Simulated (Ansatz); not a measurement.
# SnTe (Fm-3m) in Ansatz: further runs

One crystal, SnTe, is run at these levels: PBEsol; tasks: elastic constants, Born charges.

Everything below comes from runs of Ansatz 0.2.0. Logs are shortened: lines on timing, memory, paths and dates and some standing lists are left out, and cuts for length are marked.

**Experimental background.**

A printed reference work, textbook reports, for a bulk crystal of SnTe at 300 K: band gap 0.18 eV (direct).

The results are compared with them further down.

## Step 1: Starting point

Symmetry: Fm-3m, No. 225, cubic system. The conventional cell has a = 6.302 Å, b = 6.302 Å, c = 6.302 Å, α = 90.00°, β = 90.00°, γ = 90.00°. Around Te (site symmetry m-3m) lie 6 Sn at 3.15 Å. Sn (site symmetry m-3m) is surrounded by 6 Te at 3.15 Å.

## Step 2: Elastic constants, PBEsol

Input file input.yaml:

```yaml
crystal:
  lattice:
    - [0.0, 3.15085, 3.15085]
    - [3.15085, 0.0, 3.15085]
    - [3.15085, 3.15085, 0.0]
  atoms:
    - { symbol: Te, position: [0.5, 0.5, 0.5] }
    - { symbol: Sn, position: [0.0, 0.0, 0.0] }
hamiltonian:
  xc: pbesol
  pseudopotentials: { kind: paw }
kpoints:
  mp_grid: { grid: [6, 6, 6] }
scf:
  occupations: { method: fixed }
output:
  forces: true
  stress: true
elastic:
  mode: relaxed_ion
  stencil: two_point
```

Potentials or basis: Ansatz PAW.

The run is started by

```sh
$ ansatz run input.yaml --threads 2 --pin off --max-ram 5632MiB --backend cpu --events-out ev --progress --plain --runs-dir out
```

The log of the run:

```text
Warning: RAYON_NUM_THREADS=2 ignored (pool sized by the plan → 2); use --threads N
Engine: ansatz 0.2.0, aarch64-unknown-linux-gnu
Pseudopotentials: kind: paw
Pseudopotential: Te, paw, valence charge 16, recommended cutoff 420 eV (normal), Te.paw.azcp
Pseudopotential: Sn, paw, valence charge 14, recommended cutoff 420 eV (normal), Sn.paw.azcp
Functional definition: PBEsol
  exchange = pbesol_x
  correlation = pbesol_c
Crystal: 2 atoms, lattice volume = 62.562 Å³
Basis set: ecut = 420 eV, 1243 PW (Γ), exchange–correlation on 60×60×60 points (8 copies of the dense FFT grid, shifted against one another)
Bands: 19, of which v1, the nominal top of the filled ones, is band 15 counted from 1 (14 counted from 0)
Symmetry: 48 space group operations
Space group: Fm-3m (ITA 225), of the structure as read, at distance tolerance 4.0e-5 Å
k-points: 16 of 216
Non-local potential: Te, projectors of the file, l = 0: 2, l = 1: 2, l = 2: 2, l = 3: 2
Non-local potential: Sn, projectors of the file, l = 0: 2, l = 1: 2, l = 2: 2, l = 3: 2
PAW form: soft (Blöchl's): semilocal exchange-correlation on the pseudo side does not see the compensation charge
PAW frozen core: Te, regenerated for the run's functional, and the local potential with it (the file was generated under x = pbe(κ = 0.804, μ = 0.2195149727645171), c = pbe(β = 0.06672455060314922))
PAW frozen core: Sn, regenerated for the run's functional, and the local potential with it (the file was generated under x = pbe(κ = 0.804, μ = 0.2195149727645171), c = pbe(β = 0.06672455060314922))
PAW one-centre angular grid: Te, 590 points (default); XC on 64 Gauss nodes
PAW one-centre angular grid: Sn, 590 points (default); XC on 64 Gauss nodes
Initial density: superposition of atomic densities (neutral atoms: chi_scale 0, normalization atom), corrected by the library's trained network
Initial wavefunctions: pseudopotential atomic-orbital guess
Functional: x = pbesol(κ = 0.804, μ = 0.12345679012345678), c = pbesol(β = 0.046)
SCF iter   1: F=—  HF=-12851.853619 eV  |F-HF|=—  |Δ(HF+E_count)|=         —  Δρ=2.31e-3  dr2=3.05e-3  ethr=1.77e-3  ⟨swp⟩=4.9  Hψ=1286  notcnv=0  defer=24
preconditioner: auto → none  [insulator: Δε(μ)=0.150 eV  Ē_g=8.647 eV  n_scr=14 (ndim 8)  ℏωp=14.8 eV  f_vac=0.009  ε∞_Penn≈3.9]
SCF iter   2: F=—  HF=-12851.850574 eV  |F-HF|=—  |Δ(HF+E_count)|=   3.04e-3  Δρ=8.52e-4  dr2=2.99e-4  ethr=1.02e-5  ⟨swp⟩=2.7  Hψ=641  notcnv=0  defer=30
SCF iter   3: F=—  HF=-12851.850618 eV  |F-HF|=—  |Δ(HF+E_count)|=   4.35e-5  Δρ=2.56e-4  dr2=4.54e-5  ethr=9.98e-7  ⟨swp⟩=2.0  Hψ=500  notcnv=0  defer=28
SCF iter   4: F=—  HF=-12851.850616 eV  |F-HF|=—  |Δ(HF+E_count)|=   1.46e-6  Δρ=1.05e-4  dr2=5.53e-6  ethr=1.51e-7  ⟨swp⟩=2.0  Hψ=461  notcnv=0  defer=19
SCF iter   5: F=—  HF=-12851.850615 eV  |F-HF|=—  |Δ(HF+E_count)|=   7.23e-7  Δρ=3.67e-5  dr2=4.95e-7  ethr=1.84e-8  ⟨swp⟩=3.0  Hψ=547  notcnv=0  defer=6
[... 49 lines left out ...]
SCF iter   5: F=-12851.850619 eV  HF=-12851.850619 eV  |F-HF|=3.64e-12  |Δ(HF+E_count)|=  3.64e-12  Δρ=1.49e-8  dr2=7.65e-14  ethr=1.00e-12  ⟨swp⟩=3.9  Hψ=3692  notcnv=0
SCF 5 converged in 5 iterations: F = -12851.850619 eV  dr2 = 7.65e-14
SCF converged after 10 iterations
Free energy (F): -12851.850618 eV
Harris-Foulkes:  -12851.850618 eV  (|F-HF|=1.82e-12)
Internal energy: -12851.850618 eV  (E = F + TS)
E sigma→0 (E₀):  -12851.850618 eV
Fermi energy:    9.475703 eV
--- Per-component energies (eV) ---
  E_band       = -356.916267
  E_kinetic    = 366.690866
  E_local      = -2156.351994  (includes V_loc(G=0)·N_el)
  E_nonlocal   = -338.829240
  E_hartree    = 1351.746288
  E_xc         = -503.465505
  E_vxc        = -201.850012  (∫ρ·V_xc dr)
  E_paw        = -8646.810003  (= ΣΔE_a)
  E_vpaw       = -730.068297  (= ΣTr[D̂ρ^β])
  E_aug_tail   = -0.000159  (compensation charges beyond the density's cutoff)
  E_ewald      = -2925.490525
  E_core_change = 0.659655  (= ΣΔE_core)
  E_smearing   = -0.000000  (= −TS)
  E_closure    = 0.000000  (closes the sum)
  Σ components = -12851.850618   (vs F -12851.850618, Δ=0.00e0)
--- Forces (eV/Å), atoms counted from 1 ---
  atom   1  Te     0.00000000    -0.00000000    -0.00000000
  atom   2  Sn    -0.00000000     0.00000000    -0.00000000
  max |Σ_I F_I| component: 3.73e-29 eV/Å
--- Stress (GPa, compression-positive) ---
       -0.374821      -0.000000      -0.000000
       -0.000000      -0.374821       0.000000
        0.000000       0.000000      -0.374821
  P = ⅓ Tr σ = -0.3748 GPa (-3.748 kbar)
--- Band table (eV; the first three rows and the last of 16) ---
  k-point 0: bands = ["-27.4817", "-27.4817", "-27.4770", "-27.4770", "-27.4770", "-12.2962", "-12.2962", "-12.2893", "-12.2893", "-12.2893", "-3.2980", "4.8051", "7.3948", "7.3948", "7.3948", "12.8586", "12.8586", "12.8586", "14.2677"]
  k-point 1: bands = ["-27.4817", "-27.4817", "-27.4769", "-27.4768", "-27.4768", "-12.2975", "-12.2975", "-12.2890", "-12.2878", "-12.2878", "-3.0666", "3.6972", "7.4370", "7.4370", "8.1247", "11.8146", "11.8146", "11.8415", "14.2252"]
  k-point 2: bands = ["-27.4816", "-27.4816", "-27.4767", "-27.4765", "-27.4765", "-12.3007", "-12.3007", "-12.2883", "-12.2843", "-12.2843", "-2.4640", "2.0248", "7.5916", "7.5916", "8.8985", "10.4658", "10.4658", "10.4956", "15.3276"]
  k-point 15: bands = ["-27.4820", "-27.4812", "-27.4769", "-27.4761", "-27.4757", "-12.3109", "-12.2952", "-12.2897", "-12.2823", "-12.2784", "-1.6486", "2.3147", "4.2812", "5.1660", "7.6355", "11.6250", "12.9193", "14.9028", "15.0910"]
--- Elastic constants: 2 strain directions × 2 members + reference (group order 48) ---
  dense FFT box of the reference and of every strained cell: 30×30×30
  strains applied: 11, 23; error gains: componentwise 1.00 (the most a stress slope's error grows in a printed constant), spectral 1.73 (1 for all six strains in a standard setting)
  C = ∂σ_k/∂η_j (tension-positive GPa; Voigt order 11 22 33 23 13 12):
       123.407      8.980      8.980      0.000     -0.000     -0.000
         8.980    123.407      8.980      0.000     -0.000      0.000
         8.980      8.980    123.407      0.000      0.000      0.000
         0.000      0.000      0.000     12.983     -0.000     -0.000
        -0.000     -0.000      0.000      0.000     12.983     -0.000
        -0.000      0.000     -0.000     -0.000     -0.000     12.983
  reference stress σ⁰ (GPa):      0.375      0.375      0.375     -0.000     -0.000      0.000
  C* (energy form; C + prestress term) asymmetry max|C*_kj − C*_jk| = 1.776e-15 GPa — a small one proves nothing (zero by symmetry where the batch's group is 432, −43m or m−3m); a large one is finite-difference/SCF noise where every solve meets its electron count
  moduli (Voigt/Reuss/Hill, GPa): K = 47.12/47.12/47.12   G = 30.68/18.79/24.74   E = 63.15   ν = 0.277
  mechanically stable: yes (min eigenvalue of sym C = 12.98 GPa)
  strain η (Voigt 11):  stress-route row diagonal C_11 = 123.41 GPa, energy-path curvature d²(F+E_count+ΔE)/dδ²/Ω₀ = 123.37 GPa
         δ    σ_11 (GPa)             F (eV)   n_scf  n_hpsi   n_pw
    -2.000e-3       0.1248      -12851.8508222       8   11722   1243   relax 0 steps, max|allowed force component| 6.07e-29 eV/Å
     2.000e-3       0.6185      -12851.8502454       6    9815   1243   relax 0 steps, max|allowed force component| 5.78e-29 eV/Å
  strain η (Voigt 23):  stress-route row diagonal C_44 = 12.98 GPa, energy-path curvature d²(F+E_count+ΔE)/dδ²/Ω₀ = 12.79 GPa
         δ    σ_23 (GPa)             F (eV)   n_scf  n_hpsi   n_pw
    -2.000e-3      -0.0260      -12851.8506192       6   14274   1243   relax 0 steps, max|allowed force component| 1.89e-29 eV/Å
     2.000e-3       0.0260      -12851.8506192       5   11981   1243   relax 0 steps, max|allowed force component| 1.26e-29 eV/Å
```

elastic.tsv:

```text
# convention: tension-positive GPa; Voigt order 11 22 33 23 13 12; engineering shear strains; stresses and constants hold the Pulay correction, whose part of sigma0, of c and of each member's stress the lines and columns named pulay_correction_..._gpa give (of c_energy it is that of c and, on the columns of strains 1 to 3, that of sigma0; of a layer's constants it is that of c in the plane, times a tenth of its plane spacing in ang); where a line pulay_correction_withheld stands none holds it
[... 15 lines left out ...]
6	-3.9225029720e-30	3.8731995741e-30	-7.0064923216e-46	-8.8833010896e-48	-1.7766602179e-47	1.2982959087e1	1.1580555915e-16	1.1580555915e-16	1.1580555915e-16	-8.8833010896e-48	-1.7766602179e-47	1.2982959087e1	1.2986845757e-33	-9.1351675492e-34	1.9259299444e-34	4.8148248610e-35	9.6296497219e-35	1.5164091143e-3
```

elastic_members.tsv:

```text
# convention: tension-positive GPa; Voigt order 11 22 33 23 13 12; engineering shear strains; stresses and constants hold the Pulay correction, whose part of sigma0, of c and of each member's stress the lines and columns named pulay_correction_..._gpa give (of c_energy it is that of c and, on the columns of strains 1 to 3, that of sigma0; of a layer's constants it is that of c in the plane, times a tenth of its plane spacing in ang); where a line pulay_correction_withheld stands none holds it
[... 10 lines left out ...]
3	2.0000000000e-3	3.7471963522e-1	3.7487251284e-1	3.7487251284e-1	2.5965831129e-2	0.0000000000e0	0.0000000000e0	-1.2851850619e4	-1.2851850619e4	5	11981	1243	0	1.2621774484e-29	0.0000000000e0	-3.0222759918e-2	-3.0217566348e-2	-3.0217566348e-2	3.0323886433e-6	2.5445557431e-20	1.6963704954e-20	8.0105558946e-7	0.0000000000e0
```

Run time: 6.4 s. Hardware: 2 threads of Arm Neoverse V1, shared host; peak memory 0.35 GiB.

Results:

* Free energy: -12851.8506 eV
* Pressure: -0.4 GPa
* Band gap on the k mesh: 0.14 eV, direct
* Elastic constants C11, C12, C44: 123, 9, 13 GPa
* Voigt bulk modulus: 47 GPa

Elastic tensor in Voigt notation (GPa, in the Cartesian axes of the cell as first typed):
```
123   9   9   0   0   0
  9 123   9   0   0   0
  9   9 123   0   0   0
  0   0   0  13   0   0
  0   0   0   0  13   0
  0   0   0   0   0  13
```

Caveat: spin-orbit coupling is left out, which moves the levels of the heavy elements; the PAW data sets come from PBE, with cores solved anew for the run's functional, which leaves a small shift of forces and pressure.

## Step 3: Born charges, PBEsol

input.yaml, as its differences from that of step 2:

```diff
@@ -16,6 +16,4 @@
 output:
-  forces: true
-  stress: true
-elastic:
-  mode: relaxed_ion
-  stencil: two_point
+  eigenvalues: true
+dielectric:
+  method: response
```

Potentials or basis: Ansatz PAW.

The run is started by

```sh
$ ansatz run input.yaml --threads 2 --pin off --max-ram 5632MiB --backend cpu --events-out ev --progress --plain --runs-dir out
```

The log of the run:

```text
Warning: RAYON_NUM_THREADS=2 ignored (pool sized by the plan → 2); use --threads N
[... 7 set-up lines as earlier in the session ...]
Crystal: 2 atoms, lattice volume = 62.562 Å³
Basis set: ecut = 420 eV, 1243 PW (Γ), exchange–correlation on 60×60×60 points (8 copies of the dense FFT grid, shifted against one another)
Bands: 19, of which v1, the nominal top of the filled ones, is band 15 counted from 1 (14 counted from 0)
[... 1 set-up line as earlier in the session ...]
k-points: 30 of 216 (irreducible under 8 space group operations, time reversal used)
[... 7 set-up lines as earlier in the session ...]
[... 46 lines left out ...]
  E_paw        = -8646.810024  (= ΣΔE_a)
  E_vpaw       = -730.068342  (= ΣTr[D̂ρ^β])
  E_aug_tail   = -0.000159  (compensation charges beyond the density's cutoff)
  E_ewald      = -2925.490525
  E_core_change = 0.659655  (= ΣΔE_core)
  E_smearing   = -0.000000  (= −TS)
  E_closure    = 0.000000  (closes the sum)
  Σ components = -12851.850618   (vs F -12851.850618, Δ=0.00e0)
--- Band table (eV; the first three rows and the last of 30) ---
  k-point 0: bands = ["-27.4817", "-27.4817", "-27.4770", "-27.4770", "-27.4770", "-12.2962", "-12.2962", "-12.2894", "-12.2894", "-12.2894", "-3.2980", "4.8051", "7.3948", "7.3948", "7.3948", "12.8586", "12.8586", "12.8586", "14.2677"]
  k-point 1: bands = ["-27.4817", "-27.4817", "-27.4769", "-27.4768", "-27.4768", "-12.2975", "-12.2975", "-12.2890", "-12.2878", "-12.2878", "-3.0666", "3.6972", "7.4370", "7.4370", "8.1247", "11.8146", "11.8146", "11.8415", "14.2252"]
  k-point 2: bands = ["-27.4816", "-27.4816", "-27.4767", "-27.4765", "-27.4765", "-12.3007", "-12.3007", "-12.2883", "-12.2843", "-12.2843", "-2.4640", "2.0248", "7.5916", "7.5916", "8.8985", "10.4658", "10.4658", "10.4956", "15.3276"]
  k-point 29: bands = ["-27.4820", "-27.4812", "-27.4769", "-27.4761", "-27.4757", "-12.3109", "-12.2952", "-12.2897", "-12.2823", "-12.2784", "-1.6486", "2.3147", "4.2812", "5.1660", "7.6355", "11.6250", "12.9193", "14.9028", "15.0910"]
--- Dielectric response (ions clamped): 3 representative field directions + reference, inside a basis on a mesh of 4096 k-points (Σ response iterations 21) ---
  ε∞ (high-frequency dielectric tensor):
       69.237208     0.000000    -0.000000
        0.000000    69.237208     0.000000
       -0.000000     0.000000    69.237208
  Born effective charges Z* (e; rows j = field, columns β = displacement):
    site 0:
        -7.56280   -0.00000    0.00000
         0.00000   -7.56280    0.00000
         0.00000    0.00000   -7.56280
    site 1:
         7.56280    0.00000   -0.00000
        -0.00000    7.56280   -0.00000
        -0.00000   -0.00000    7.56280
  Z* charge neutrality: 1.448e-2 e pre-enforcement
  solved inside a basis spanned on kpoints, on 16×16×16 k-points, which do not settle them: ε∞ is read to err by 1.3e1, Z* by 1.5e0 e (field_mesh: kpoints solves on kpoints); Z* is corrected for what the basis lacks
```

It took 72 s on 2 threads of Arm Neoverse V1, shared host; peak memory 1.3 GiB.

Results:

```
Free energy            : -12851.8506 eV
Band gap on the k mesh : 0.14 eV, direct
```

Levels at points of the mesh, in eV from the valence-band top:
```tsv
k point	band 12	band 13	band 14	band 15	band 16	band 17	band 18	band 19
(0.00, 0.00, 0.00)	-4.67	-2.08	-2.08	-2.08	3.38	3.38	3.38	4.79
(0.00, 0.00, -0.50)	-8.30	-1.74	-1.74	0.00	0.14	0.40	0.40	7.73
(0.00, -0.50, -0.50)	-6.44	-5.55	-3.69	-3.69	2.16	4.96	4.96	6.41
(-0.50, 0.00, -0.50)	-6.44	-5.55	-3.69	-3.69	2.16	4.96	4.96	6.41
```

Caveat: spin-orbit coupling is left out, which moves the levels of the heavy elements; the PAW data sets come from PBE, with cores solved anew for the run's functional, which leaves a small shift of forces and pressure.

## Step 4: Comparison with measurements

Step 2. Against the measured gap of SnTe, 0.18 eV (direct; 300 K; a printed reference work, textbook), the calculated 0.14 eV is off by -0.04 eV. Spin-orbit coupling on Sn, Te is left out. The value is that of PBEsol on a finite k mesh, which can miss the band edges, without temperature or zero-point motion. Semilocal functionals fall short of measured gaps as a rule.

Step 3. Measured gap of SnTe: 0.18 eV (direct; 300 K; a printed reference work, textbook). This calculation gives 0.14 eV (-0.04 eV). Spin-orbit coupling on Sn, Te is left out. The value is that of PBEsol on a finite k mesh, which can miss the band edges, without temperature or zero-point motion. Semilocal functionals fall short of measured gaps as a rule.
